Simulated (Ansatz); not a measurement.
Crystal: Rh.

```xyz
1
Lattice="0.0000 1.8979 1.8979 1.8979 0.0000 1.8979 1.8979 1.8979 0.0000" Properties=species:S:1:pos:R:3 pbc="T T T"
Rh    0.0000    0.0000    0.0000
```

```yaml
Program: Ansatz 0.2.0
Task: relaxation of cell and atoms
Functional: RPBE
Potentials_or_basis: all-electron LAPW, scalar-relativistic
Basis_error_allowed: 0.001 eV/atom
k_mesh: 12 × 12 × 12
Occupations: fermi-dirac, width 0.05 eV
Spin: no spin polarisation
```

At the start: volume 13.67 Å³/atom.

Q: Where does the relaxation end?

A: Over 5 steps the energy falls by 22.2 meV/atom and the volume is 14.29 Å³/atom (+4.5 %); space group Fm-3m (No. 225, to 0.05 Å).

Step by step:
```csv
step,energy change (eV),largest force (eV/Å),volume (Å³)
1,0.0000,0.0000,13.67
2,-0.0123,0.0000,14.75
3,-0.0222,0.0000,14.34
4,-0.0222,0.0000,14.29
5,-0.0222,0.0000,14.29
```

Final structure:
```yaml
crystal:
  lattice:
    - [0.00000, 1.92614, 1.92614]
    - [1.92614, 0.00000, 1.92614]
    - [1.92614, 1.92614, 0.00000]
  atoms:
    - { symbol: Rh, position: [0.00000, 0.00000, 0.00000] }
```
